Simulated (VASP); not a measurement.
Input of a VASP 6.6.1 run:

INCAR

```
SYSTEM = ZnS
ALGO = Normal
EDIFF = 1E-6
ENCUT = 520
GGA = PS
ISIF = 2
ISMEAR = 0
LASPH = .TRUE.
LCHARG = .TRUE.
LELF = .TRUE.
LREAL = .FALSE.
LVHAR = .TRUE.
LWAVE = .FALSE.
NBANDS = 16
NELM = 100
PREC = Accurate
SIGMA = 0.05
```

KPOINTS

```
k-points
0
G
  10 10 10
  0 0 0
```

File POSCAR:

```
ZnS
1.0
    0.0000000000      2.9381877126      2.2917864159
    2.9381877126      0.0000000000      2.2917864159
    2.9381877126      2.9381877126      0.0000000000
Zn S
1 1
Direct
    0.0000000000      0.0000000000      0.0000000000
    0.7500000000      0.7500000000      0.7500000000
```

Potentials or basis: VASP PAW PBE potentials, release 64 (Zn, S).

Run with:

```sh
$ cat potpaw_PBE.64/Zn/POTCAR potpaw_PBE.64/S/POTCAR > POTCAR
$ mpirun -np 1 vasp_std > vasp.out
```

**Question.** Estimate the band gap on the k mesh.

**Answer.** 1.46 eV, direct.

**Question.** What does it give for the pressure?

**Answer.** -3.5 GPa.

Stress tensor (GPa, compression positive):
```
-5.90  0.00  0.00
 0.00 -5.90  0.00
 0.00  0.00  1.15
```

Caveat: the PAW data sets were made with another functional, which shifts forces and pressure a little.
